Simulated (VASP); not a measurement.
# Re (Fm-3m) in VASP: notebook, part 2 of 2

VASP 6.6.1. Earlier steps stand in the parts before.

## Step 4: Electric field gradients, PBE (volume scaled by 0.97)

Contents of INCAR:

```
ALGO = Normal
EDIFF = 1E-8
ENCUT = 520
GGA = PE
ISIF = 2
ISMEAR = -1
LASPH = True
LCHARG = False
LEFG = True
LREAL = False
LWAVE = False
NBANDS = 10
NELM = 60
PREC = Accurate
SIGMA = 0.05
```

Contents of KPOINTS:

```
k-points
0
Gamma
  14 14 14
```

Contents of POSCAR:

```
Re
1.0
    0.0000000000      1.9550491410      1.9550491410
    1.9550491410      0.0000000000      1.9550491410
    1.9550491410      1.9550491410      0.0000000000
Re
1
Direct
    0.0000000000      0.0000000000      0.0000000000
```

Potentials or basis: VASP PAW PBE potentials, release 64 (Re).

Started as:

```console
$ cat potpaw_PBE.64/Re/POTCAR > POTCAR
$ mpirun -np 1 vasp_std > vasp.out
```

OUTCAR:

```text
EDIFF = 1E-8
   ENCUT = 520
   GGA = PE
   ISIF = 2
   ISMEAR = -1
   LASPH = True
   LREAL = False
   NELM = 60
   PREC = Accurate

 ion  position               nearest neighbor table
   1  0.000  0.000  0.000-

  LATTYP: Found a face centered cubic cell.
 ALAT       =     3.9100982820

  Lattice vectors:

 A1 = (   0.0000000000,   1.9550491410,   1.9550491410)
 A2 = (   1.9550491410,   0.0000000000,   1.9550491410)
 A3 = (   1.9550491410,   1.9550491410,   0.0000000000)

Analysis of symmetry for initial positions (statically):
=====================================================================
 Subroutine PRICEL returns:
 Original cell was already a primitive cell.

 Routine SETGRP: Setting up the symmetry group for a
 face centered cubic supercell.

 Subroutine GETGRP returns: Found 48 space group operations
 (whereof 48 operations were pure point group operations)
 out of a pool of 48 trial point group operations.

The static configuration has the point symmetry O_h .

Analysis of symmetry for dynamics (positions and initial velocities):
=====================================================================
 Subroutine PRICEL returns:
 Original cell was already a primitive cell.

 Routine SETGRP: Setting up the symmetry group for a
 face centered cubic supercell.

 Subroutine GETGRP returns: Found 48 space group operations
 (whereof 48 operations were pure point group operations)
 out of a pool of 48 trial point group operations.

The dynamic configuration has the point symmetry O_h .

 Subroutine INISYM returns: Found 48 space group operations
 (whereof 48 operations are pure point group operations),
 and found     1 'primitive' translations

----------------------------------------------------------------------------------------

                                     Primitive cell

  volume of cell :      14.9452

  direct lattice vectors                    reciprocal lattice vectors
     0.000000000  1.955049141  1.955049141    -0.255748047  0.255748047  0.255748047
     1.955049141  0.000000000  1.955049141     0.255748047 -0.255748047  0.255748047
     1.955049141  1.955049141  0.000000000     0.255748047  0.255748047 -0.255748047

  length of vectors
     2.764857010  2.764857010  2.764857010     0.442968612  0.442968612  0.442968612

  position of ions in fractional coordinates (direct lattice)
     0.000000000  0.000000000  0.000000000

  ion indices of the primitive-cell ions
   primitive index   ion index
                 1           1

----------------------------------------------------------------------------------------

 KPOINTS: k-points

Automatic generation of k-mesh.
 Grid dimensions read from file:
 generate k-points for:   14   14   14

 Generating k-lattice:

  Cartesian coordinates                     Fractional coordinates (reciprocal lattice)
[... 70 lines left out ...]
   PSTRESS=    0.0 pullay stress
   NELECT =       7.0000    total number of electrons
   NUPDOWN=      -1.0000    fix difference up-down
   EMIN   =  10.00;   EMAX   =-10.00  energy-range for DOS
   EFERMI =   0.00;   METHOD = LEGACY
   ISMEAR =    -1;   SIGMA  =   0.05  broadening in eV -4-tet -1-fermi 0-gaus
   EFERMI_NEDOS =   21; number of points for ismear=-14 and -15
   IALGO  =     38    algorithm
   IMIX   =      4    mixing-type and parameters
     AMIX     =   0.40;   BMIX     =  1.00
     AMIX_MAG =   1.60;   BMIX_MAG =  1.00
  volume/ion in A,a.u.               =      14.95       100.86
  Fermi-wavevector in a.u.,A,eV,Ry     =   1.271374  2.402548 21.992330  1.616391
  Thomas-Fermi vector in A             =   2.404310
   LORBIT       =      0    0 simple, 1 ext, 2 COOP (PROOUT), +10 PAW based schemes
   GGA     = PE    functional components
   LHFCALC =     F    Hartree Fock is set to
   AEXX    =    0.0000 exact exchange contribution
   IVDW    =     0    specifies the selected vdW correction
   LEPSILON=     F    determine dielectric tensor
   LRPA    =     F    only Hartree local field effects (RPA)
 non-spin polarized calculation
  energy-cutoff  :      520.00
  volume of cell :       14.95
 maximum number of plane-waves:       411
 NGX is ok and might be reduce to    24

 number of electron       7.0000001 magnetization

 Free energy of the ion-electron system (eV)
  ---------------------------------------------------
  ext. energy  EPLUGINS =         0.00000000
  ---------------------------------------------------
  free energy    TOTEN  =       -12.36083435 eV

  energy without entropy =      -12.35129767  energy(sigma->0) =      -12.35606601

 E-fermi :   7.9539     XC(G=0): -13.6445

 val. band max:        7.9116323083   @ k =  -0.2143   0.2857   0.0714
 cond. band min:       7.9597095454   @ k =  -0.4286   0.4286   0.0714
 fundamental gap:      0.0480772371
 Fermi energy:         7.9538653329

 k-point     1 :       0.0000    0.0000    0.0000
  band No.  band energies     occupation
      1      -2.0631      2.00000
      2       6.0885      2.00000
      3       6.0885      2.00000
      4       6.0885      2.00000
      5       9.2036      0.00000
      6       9.2036      0.00000
      7      21.8566      0.00000
      8      27.4281      0.00000
      9      27.4281      0.00000
     10      27.4281      0.00000
[... 287 lines left out ...]
 k-point    24 :       0.2857    0.1429    0.0000
  band No.  band energies     occupation
      1       0.7568      2.00000
      2       4.4332      2.00000
      3       6.3663      2.00000
      4       7.3077      2.00000
      5       8.7562      0.00000
      6      10.2920      0.00000
      7      23.2804      0.00000
      8      26.4116      0.00000
      9      28.6500      0.00000
     10      29.1899      0.00000

 [... further k-points ...]

------------------------ aborting loop because EDIFF is reached ----------------------------------------

  FORCE on cell =-STRESS in cart. coord.  units (eV):
  Direction    XX          YY          ZZ          XY          YZ          ZX
  --------------------------------------------------------------------------------------
  -------------------------------------------------------------------------------------
  Total        0.0741917      0.0741917      0.0741917      0.0000000     -0.0000000      0.0000000
  in kB        7.9535798      7.9535798      7.9535798      0.0000000     -0.0000000      0.0000000
  external PRESSURE =       7.9535798 kB  Pullay stress =       0.0000000 kB

 VOLUME and BASIS-vectors are now :
 -----------------------------------------------------------------------------
  energy-cutoff  :      520.00
  volume of cell :       14.95
      direct lattice vectors                 reciprocal lattice vectors
     0.000000000  1.955049141  1.955049141    -0.255748047  0.255748047  0.255748047
     1.955049141  0.000000000  1.955049141     0.255748047 -0.255748047  0.255748047
     1.955049141  1.955049141  0.000000000     0.255748047  0.255748047 -0.255748047

 POSITION                                       TOTAL-FORCE (eV/Angst)
 -----------------------------------------------------------------------------------
      0.00000      0.00000      0.00000         0.000000      0.000000      0.000000
 -----------------------------------------------------------------------------------
    total drift:                               -0.000000      0.000000     -0.000000

  FREE ENERGIE OF THE ION-ELECTRON SYSTEM (eV)
  ---------------------------------------------------
  free  energy   TOTEN  =       -12.3608343534 eV

  energy  without entropy=      -12.3512976693  energy(sigma->0) =      -12.35606601

 Electric field gradients (V/A^2)
---------------------------------------------------------------------
 ion       V_xx      V_yy      V_zz      V_xy      V_xz      V_yz
---------------------------------------------------------------------
   1      -0.000    -0.000     0.000     0.000     0.000     0.000
---------------------------------------------------------------------

 Electric field gradients after diagonalization (V/A^2)
 (convention: |V_zz| > |V_xx| > |V_yy|)
----------------------------------------------------------------------
 ion       V_xx      V_yy      V_zz     asymmetry (V_yy - V_xx)/ V_zz
----------------------------------------------------------------------
   1      -0.000    -0.000     0.000       0.000
----------------------------------------------------------------------

           NMR quadrupolar parameters

 Cq : quadrupolar parameter    Cq=e*Q*V_zz/h
 eta: asymmetry parameters     (V_yy - V_xx)/ V_zz
 Q  : nuclear electric quadrupole moment in mb (millibarn)
----------------------------------------------------------------------
 ion       Cq(MHz)       eta       Q (mb)
----------------------------------------------------------------------
   1       0.000       0.000       1.000
----------------------------------------------------------------------
```

OSZICAR:

```text
N       E                     dE             d eps       ncg     rms          rms(c)
DAV:   1     0.622047558104E+01    0.62205E+01   -0.34237E+03  3266   0.762E+02
DAV:   2    -0.126698066214E+02   -0.18890E+02   -0.17492E+02  3202   0.161E+02
DAV:   3    -0.130686952404E+02   -0.39889E+00   -0.39032E+00  3448   0.407E+01
DAV:   4    -0.130706804521E+02   -0.19852E-02   -0.19835E-02  3372   0.125E+00
DAV:   5    -0.130706852226E+02   -0.47706E-05   -0.47702E-05  3068   0.316E-02    0.293E+01
DAV:   6    -0.125478726509E+02    0.52281E+00   -0.42821E-01  3278   0.176E+01    0.118E+01
DAV:   7    -0.123668634270E+02    0.18101E+00   -0.32967E-01  3296   0.147E+01    0.811E-01
DAV:   8    -0.123612921767E+02    0.55713E-02   -0.28094E-03  3102   0.424E-01    0.145E-01
DAV:   9    -0.123608248950E+02    0.46728E-03   -0.39714E-04  3130   0.206E-01    0.202E-02
DAV:  10    -0.123608342422E+02   -0.93471E-05   -0.15600E-05  2860   0.265E-02    0.303E-03
DAV:  11    -0.123608346581E+02   -0.41598E-06   -0.25327E-07  2560   0.100E-02    0.181E-03
DAV:  12    -0.123608343186E+02    0.33951E-06   -0.67954E-08  2478   0.605E-03    0.146E-04
DAV:  13    -0.123608343458E+02   -0.27179E-07   -0.61271E-10  1470   0.310E-04    0.119E-04
DAV:  14    -0.123608343561E+02   -0.10254E-07   -0.12349E-10  1376   0.210E-04    0.227E-04
DAV:  15    -0.123608343534E+02    0.26662E-08   -0.34508E-11  1294   0.189E-04
   1 F= -.12360834E+02 E0= -.12356066E+02  d E =-.953668E-02
```

stdout:

```text
POSCAR found type information on POSCAR Re
 POSCAR found :  1 types and       1 ions
 scaLAPACK will be used
 LDA part: xc-table for (Slater+PW92), standard interpolation
 POSCAR, INCAR and KPOINTS ok, starting setup
 FFT: planning ... GRIDC
 FFT: planning ... GRID_SOFT
 FFT: planning ... GRID
 WAVECAR not read
 entering main loop
ion   1
```

Wall time 24 s (1 thread of Intel Xeon Platinum 8259CL at 2.50GHz (Skylake/Cascade Lake), shared host); peak memory 0.15 GiB.

Results:

* Free energy: -12.3608 eV
* Pressure: 0.8 GPa
* Band gap on the k mesh: none (metal or under the smearing width)

Electric field gradients, principal values (V/Å²):
| atom | Vxx | Vyy | Vzz |
| --- | --- | --- | --- |
| 1 Re | 0.000 | 0.000 | 0.000 |

The run has no spin-orbit coupling, so splittings on Re are missing.

## Step 5: Overview

```csv
cell,gap on the mesh (eV),pressure (GPa)
"volume scaled by 1.03, PAW files",none,-18.7
"volume scaled by 1.06, PAW files",none,-26.2
"volume scaled by 0.97, PAW files",none,0.8
```

Alike in all rows: task electric field gradients; level PBE; potentials or basis VASP PAW PBE potentials, release 64 (Re); no spin polarisation; k mesh 14 × 14 × 14; cutoff (eV) 520; smearing fermi-dirac 0.05 eV.

Caveats: so large a pressure means that the cell lies far from this level's equilibrium, or that cutoff or potentials fall short (some runs).

Total energies depend on the potentials used, so only differences within one code and one set of settings carry meaning.
